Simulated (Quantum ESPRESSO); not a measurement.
# TiAl (Pm-3m) in Quantum ESPRESSO: settings compared

The runs below take TiAl through equation of state, band structure, density of states, with PBE, PBE+D3(BJ), PBEsol.

All numbers are computed with Quantum ESPRESSO 7.5; they aren't measurements. Logs are shortened: lines on timing, memory, paths and dates and some standing lists are left out, and cuts for length are marked.

### Step 1. Starting point

The structure is cubic, space group Pm-3m (No. 221). The conventional cell has a = 3.179 Å, b = 3.179 Å, c = 3.179 Å, α = 90.00°, β = 90.00°, γ = 90.00°. Ti (site symmetry m-3m) has 8 Al at 2.75 Å as nearest neighbours. Al (site symmetry m-3m) is surrounded by 8 Ti at 2.75 Å.

The cell comes from a database or a generator and needn't be the stable form of this composition.

### Step 2. Equation of state, PBE

run.py

```python
import numpy as np
from ase.calculators.espresso import Espresso, EspressoProfile
from ase import Atoms

atoms = Atoms(['Ti', 'Al'],
              cell=[[3.179064, 0.0, 0.0], [0.0, 3.179064, 0.0], [0.0, 0.0, 3.179064]],
              scaled_positions=[[0.0, 0.0, 0.0], [0.5, 0.5, 0.5]],
              pbc=True)

input_data = {
    'control': {'calculation': 'scf', 'prefix': 'pwscf', 'outdir': './tmp', 'tprnfor': True, 'tstress': True, 'disk_io': 'nowf'},
    'system': {'ecutwfc': 84.0, 'nbnd': 13, 'occupations': 'smearing', 'smearing': 'mp', 'degauss': 0.01469973},
    'electrons': {'conv_thr': 4e-10, 'electron_maxstep': 120, 'mixing_beta': 0.5},
}
pseudopotentials = {'Al': 'Al.upf', 'Ti': 'Ti.upf'}
profile = EspressoProfile(command='pw.x', pseudo_dir='pseudo')
atoms.calc = Espresso(profile=profile, input_data=input_data, pseudopotentials=pseudopotentials, kpts=(8, 8, 8), koffset=(0, 0, 0))

from ase.eos import EquationOfState
from ase.units import GPa
cell, v, e = atoms.cell.copy(), [], []
for x in [0.94, 0.96, 0.98, 1.0, 1.02, 1.04, 1.06]:
    atoms.set_cell(cell * x ** (1 / 3), scale_atoms=True)
    v.append(atoms.get_volume() / len(atoms))
    e.append(atoms.get_potential_energy() / len(atoms))
    print(f'V {v[-1]:.6f} A^3/atom  E {e[-1]:.8f} eV/atom')
v0, e0, b0 = EquationOfState(v, e, eos='birchmurnaghan').fit()
print(f'V0 {v0:.5f} A^3/atom  E0 {e0:.6f} eV/atom  B0 {b0 / GPa:.2f} GPa')
```

Potentials or basis: PseudoDojo 0.4 SR PBE stringent.

The run is started by

```bash
$ OMP_NUM_THREADS=1 python run.py
```

What it wrote:

```text
V 15.100651 A^3/atom  E -839.33729728 eV/atom
V 15.421941 A^3/atom  E -839.35187503 eV/atom
V 15.743232 A^3/atom  E -839.36083825 eV/atom
V 16.064522 A^3/atom  E -839.36471778 eV/atom
V 16.385813 A^3/atom  E -839.36398926 eV/atom
V 16.707103 A^3/atom  E -839.35908727 eV/atom
V 17.028394 A^3/atom  E -839.35040466 eV/atom
V0 16.17096 A^3/atom  E0 -839.364964 eV/atom  B0 111.78 GPa
```

espresso.pwi:

```text
&CONTROL
   calculation      = 'scf'
   tstress          = .true.
   tprnfor          = .true.
   outdir           = './tmp'
   prefix           = 'pwscf'
   disk_io          = 'nowf'
   pseudo_dir       = 'pseudo'
/
&SYSTEM
   nbnd             = 13
   ecutwfc          = 84.0
   occupations      = 'smearing'
   degauss          = 0.01469973
   smearing         = 'mp'
   ntyp             = 2
   nat              = 2
   ibrav            = 0
/
&ELECTRONS
   electron_maxstep = 120
   conv_thr         = 4e-10
   mixing_beta      = 0.5
/
&IONS
/
&CELL
/
&FCP
/
&RISM
/
ATOMIC_SPECIES
Ti 47.867 Ti.upf
Al 26.9815385 Al.upf

K_POINTS automatic
8 8 8  0 0 0

CELL_PARAMETERS angstrom
3.24141441770086 0.00000000000000 0.00000000000000
0.00000000000000 3.24141441770086 0.00000000000000
0.00000000000000 0.00000000000000 3.24141441770086

ATOMIC_POSITIONS angstrom
Ti 0.0000000000 0.0000000000 0.0000000000  
Al 1.6207072089 1.6207072089 1.6207072089
```

espresso.pwo:

```text
This program is part of the open-source Quantum ESPRESSO suite
     for quantum simulation of materials; please cite
         "P. Giannozzi et al., J. Phys.:Condens. Matter 21 395502 (2009);
         "P. Giannozzi et al., J. Phys.:Condens. Matter 29 465901 (2017);
         "P. Giannozzi et al., J. Chem. Phys. 152 154105 (2020);
     in publications or presentations arising from this work. More details at

Warning: card &CELL ignored
Warning: card &FCP ignored
Warning: card &RISM ignored

     Message from routine setup:
     using ibrav=0 with symmetry is DISCOURAGED, use correct ibrav instead

     G-vector sticks info
     --------------------
     sticks:   dense  smooth     PW     G-vecs:    dense   smooth      PW
     Sum         997     997    293                23847    23847    3911

     Using Slab Decomposition

     bravais-lattice index     =            0
     lattice parameter (alat)  =       6.1254  a.u.
     unit-cell volume          =     229.8266 (a.u.)^3
     number of atoms/cell      =            2
     number of atomic types    =            2
     number of electrons       =        15.00
     number of Kohn-Sham states=           13
     kinetic-energy cutoff     =      84.0000  Ry
     charge density cutoff     =     336.0000  Ry
     scf convergence threshold =      4.0E-10
     mixing beta               =       0.5000
     number of iterations used =            8  plain     mixing
     Exchange-correlation= PBE
                           (   1   4   3   4   0   0   0)

     celldm(1)=   6.125386  celldm(2)=   0.000000  celldm(3)=   0.000000
     celldm(4)=   0.000000  celldm(5)=   0.000000  celldm(6)=   0.000000

     crystal axes: (cart. coord. in units of alat)
               a(1) = (   1.000000   0.000000   0.000000 )
               a(2) = (   0.000000   1.000000   0.000000 )
               a(3) = (   0.000000   0.000000   1.000000 )

     reciprocal axes: (cart. coord. in units 2 pi/alat)
               b(1) = (  1.000000  0.000000  0.000000 )
               b(2) = (  0.000000  1.000000  0.000000 )
               b(3) = (  0.000000  0.000000  1.000000 )

     PseudoPot. # 1 for Ti read from file:
     Ti.upf
     Pseudo is Norm-conserving + core correction, Zval = 12.0
     Generated using ONCVPSP code by D. R. Hamann
     Using radial grid of 1586 points,  6 beta functions with:
                l(1) =   0
                l(2) =   0
                l(3) =   1
                l(4) =   1
                l(5) =   2
                l(6) =   2

     PseudoPot. # 2 for Al read from file:
     Al.upf
     Pseudo is Norm-conserving + core correction, Zval =  3.0
     Generated using ONCVPSP code by D. R. Hamann
     Using radial grid of 1876 points,  6 beta functions with:
                l(1) =   0
                l(2) =   0
                l(3) =   1
                l(4) =   1
                l(5) =   2
                l(6) =   2

     atomic species   valence    mass     pseudopotential
     Ti               12.00    47.86700     Ti( 1.00)
     Al                3.00    26.98154     Al( 1.00)

     48 Sym. Ops., with inversion, found

   Cartesian axes

     site n.     atom                  positions (alat units)
         1        Ti     tau(   1) = (   0.0000000   0.0000000   0.0000000  )
         2        Al     tau(   2) = (   0.5000000   0.5000000   0.5000000  )

     number of k points=    35  Methfessel-Paxton smearing, width (Ry)=  0.0147
                       cart. coord. in units 2pi/alat
        k(    1) = (   0.0000000   0.0000000   0.0000000), wk =   0.0039062
        k(    2) = (   0.0000000   0.0000000   0.1250000), wk =   0.0234375
        k(    3) = (   0.0000000   0.0000000   0.2500000), wk =   0.0234375
        k(    4) = (   0.0000000   0.0000000   0.3750000), wk =   0.0234375
        k(    5) = (   0.0000000   0.0000000  -0.5000000), wk =   0.0117188
        k(    6) = (   0.0000000   0.1250000   0.1250000), wk =   0.0468750
[... 27 lines left out ...]
        k(   34) = (   0.3750000  -0.5000000  -0.5000000), wk =   0.0234375
[... 27 lines left out ...]
[... 43 lines left out ...]
     total energy              =    -123.38224455 Ry
     estimated scf accuracy    <          2.4E-09 Ry

     iteration #  9     ecut=    84.00 Ry     beta= 0.50
     Davidson diagonalization with overlap
     ethr =  1.61E-11,  avg # of iterations =  2.4

     End of self-consistent calculation

          k = 0.0000 0.0000 0.0000 (  2945 PWs)   bands (ev):

   -46.3132 -22.5240 -22.5240 -22.5240   1.6777   9.3898   9.3898  12.3746
    12.3746  12.3746  14.8370  14.8370  14.8370

          k = 0.0000 0.0000 0.1250 (  2978 PWs)   bands (ev):

   -46.3116 -22.5443 -22.5223 -22.5223   1.9140   9.2280   9.4919  12.0186
    12.0186  12.4008  13.9958  15.3742  15.3742
[... 53 lines left out ...]
   -46.2942 -22.6269 -22.6250 -22.5035   5.1344   7.9998   8.7176  10.3667
    11.3549  11.5147  13.2906  14.9188  16.2175

          k = 0.0000 0.3750-0.5000 (  2994 PWs)   bands (ev):

   -46.2926 -22.6450 -22.6234 -22.5018   5.6025   7.6717   8.9768  10.0161
    11.2871  11.5187  13.2606  15.2955  15.3577

          k = 0.0000-0.5000-0.5000 (  3016 PWs)   bands (ev):

   -46.2910 -22.6423 -22.6423 -22.5000   5.8317   8.6102   8.6102   9.3027
    11.3759  11.3759  13.2257  15.0438  15.0504

          k = 0.1250 0.1250 0.1250 (  2984 PWs)   bands (ev):

   -46.3083 -22.5423 -22.5396 -22.5396   2.3733   9.3586   9.3586  11.3930
    11.8403  11.8403  14.7848  14.7848  15.0644

          k = 0.1250 0.1250 0.2500 (  2980 PWs)   bands (ev):
[... 31 lines left out ...]
   -46.2926 -22.6245 -22.6227 -22.5223   5.3002   8.1429   8.6169  10.4099
    11.3609  11.5738  13.4582  14.7889  16.2141

          k = 0.1250 0.3750-0.5000 (  2994 PWs)   bands (ev):

   -46.2910 -22.6426 -22.6211 -22.5205   5.7680   7.7613   8.8021  10.1494
    11.5346  11.5630  13.3291  14.9380  15.4540

          k = 0.1250-0.5000-0.5000 (  3004 PWs)   bands (ev):

   -46.2894 -22.6399 -22.6399 -22.5186   6.0172   8.4547   8.4547   9.6261
    11.6369  11.6369  13.2340  14.6151  15.0262

          k = 0.2500 0.2500 0.2500 (  2998 PWs)   bands (ev):

   -46.2965 -22.5810 -22.5762 -22.5762   4.2230   9.0259   9.0259  10.4566
    11.1931  11.1931  14.8308  14.8308  15.0139

          k = 0.2500 0.2500 0.3750 (  2994 PWs)   bands (ev):
[... 11 lines left out ...]
   -46.2888 -22.6188 -22.6172 -22.5674   5.7681   8.3423   8.3896  10.6927
    11.4797  11.7152  13.9317  14.0262  15.6343

          k = 0.2500 0.3750-0.5000 (  3000 PWs)   bands (ev):

   -46.2872 -22.6367 -22.6155 -22.5653   6.2347   7.8839   8.4448  10.7030
    11.6958  12.1053  13.4823  13.7380  15.6237

          k = 0.2500-0.5000-0.5000 (  3000 PWs)   bands (ev):

   -46.2856 -22.6341 -22.6341 -22.5633   6.5485   8.1395   8.1395  10.5481
    12.2753  12.2753  13.2543  13.3031  14.8903

          k = 0.3750 0.3750 0.3750 (  3010 PWs)   bands (ev):

   -46.2849 -22.6137 -22.6116 -22.6116   6.4276   8.1802   8.1802  11.4213
    11.8552  11.8552  12.9246  14.6439  14.6439

          k = 0.3750 0.3750-0.5000 (  3012 PWs)   bands (ev):

   -46.2833 -22.6307 -22.6106 -22.6093   6.8787   7.8942   8.0978  11.7465
    11.9126  12.3614  12.7462  13.5986  15.2067

          k = 0.3750-0.5000-0.5000 (  3000 PWs)   bands (ev):

   -46.2818 -22.6283 -22.6283 -22.6076   7.3027   7.8758   7.8758  11.7706
    11.9074  13.0367  13.0367  13.2747  14.4278

          k =-0.5000-0.5000-0.5000 (  3016 PWs)   bands (ev):

   -46.2802 -22.6259 -22.6259 -22.6259   7.7766   7.7766   7.7766  11.0002
    13.2831  13.2831  13.4582  13.4582  13.4582

     the Fermi energy is    10.7041 ev

!    total energy              =    -123.38224455 Ry
     estimated scf accuracy    <          3.3E-10 Ry
     smearing contrib. (-TS)   =      -0.00041760 Ry
     internal energy E=F+TS    =    -123.38182695 Ry

     The total energy is F=E-TS. E is the sum of the following terms:
     one-electron contribution =     -55.78255701 Ry
     hartree contribution      =      32.32228340 Ry
     xc contribution           =     -19.62523506 Ry
     ewald contribution        =     -80.29631829 Ry

     convergence has been achieved in   9 iterations

     Forces acting on atoms (cartesian axes, Ry/au):

     atom    1 type  1   force =     0.00000000    0.00000000    0.00000000
     atom    2 type  2   force =     0.00000000    0.00000000    0.00000000

     Total force =     0.000000     Total SCF correction =     0.000000

     Computing stress (Cartesian axis) and pressure

          total   stress  (Ry/bohr**3)                   (kbar)     P=      -52.17
  -0.00035463   0.00000000   0.00000000          -52.17        0.00        0.00
   0.00000000  -0.00035463   0.00000000            0.00      -52.17        0.00
   0.00000000   0.00000000  -0.00035463            0.00        0.00      -52.17

=------------------------------------------------------------------------------=
   JOB DONE.
=------------------------------------------------------------------------------=
```

It took 93 s on 1 thread of Arm Neoverse V2, shared host; peak memory 0.08 GiB.

What came out:

```
Equilibrium volume                      : 16.17 Å³/atom
Bulk modulus                            : 112 GPa
Pressure derivative of the bulk modulus : 4.0
```

Energy against volume, from the lowest point:
```
volume (Å³/atom)  energy (meV/atom)
          15.101              27.42
          15.422              12.84
          15.743               3.88
          16.065               0.00
          16.386               0.73
          16.707               5.63
          17.028              14.31
```

(Part 1 of 2 ends here.)
